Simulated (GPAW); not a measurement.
Write an ASE script for GPAW 26.7.0 that does the following.

```yaml
Task: equation of state
Functional: RPBE
Dispersion: D3
Potentials_or_basis: the program's PAW data sets (release 1.2.1) made for this functional
Cutoff: 600 eV
Basis: pw
k_mesh: 11 × 11 × 11
Occupations: fermi-dirac, width 0.05 eV
Spin: collinear spin, ferromagnetic start
Starting_moments: "[1.0] μB"
Maxiter: 150
Eos_scales: "[0.94, 0.96, 0.98, 1.0, 1.02, 1.04, 1.06]"
```

The structure of Ni lies in Ni.xyz:

```xyz
1
Lattice="0.0000000000 1.7375729330 1.7375729330 1.7375729330 0.0000000000 1.7375729330 1.7375729330 1.7375729330 0.0000000000" Properties=species:S:1:pos:R:3 pbc="T T T"
Ni     0.0000000000      0.0000000000      0.0000000000
```

One way to write it, as run:

run.py

```python
from ase.calculators.mixing import SumCalculator
from ase.eos import EquationOfState
from ase.io import Trajectory, read
from ase.units import GPa
from dftd3.ase import DFTD3
from gpaw import GPAW, PW

atoms = read('Ni.xyz')
atoms.set_initial_magnetic_moments([1.0])

traj = Trajectory('eos.traj', 'w')
volumes, energies = [], []
for x in [0.94, 0.96, 0.98, 1.0, 1.02, 1.04, 1.06]:
    a = atoms.copy()
    a.set_cell(atoms.cell * x**(1 / 3), scale_atoms=True)
    calc = GPAW(mode=PW(600),
                xc='RPBE',
                kpts={'size': (11, 11, 11), 'gamma': True},
                occupations={'name': 'fermi-dirac', 'width': 0.05},
                nbands=17,
                convergence={'density': 1e-05, 'energy': 1e-05},
                maxiter=150,
                txt=f'eos-{x:.2f}.txt')
    a.calc = SumCalculator([calc, DFTD3(method='rpbe', damping='d3zero')])
    energies.append(a.get_potential_energy())
    volumes.append(a.get_volume())
    p = -a.get_stress()[:3].mean() / GPa
    calc.write(f'eos-{x:.2f}.gpw')
    traj.write(a)
    print(f'{x:.2f} {volumes[-1]:10.4f} A^3 {energies[-1]:14.6f} eV {p:9.3f} GPa', flush=True)

v0, e0, B = EquationOfState(volumes, energies, eos='birchmurnaghan').fit()
print(f'V0 = {v0:.4f} A^3, E0 = {e0:.6f} eV, B0 = {B / GPa:.2f} GPa')
```

Potentials or basis: the program's PAW data sets (release 1.2.1) made for this functional, pw.

Command:

```console
$ OMP_NUM_THREADS=1 python run.py
```

Results of the run:

```
Equilibrium volume                      : 10.74 Å³/atom
Bulk modulus                            : 209 GPa
Pressure derivative of the bulk modulus : 5.3
```

It took 89 s on 1 thread of Arm Neoverse V2, on a shared host, peak memory 0.19 GiB.
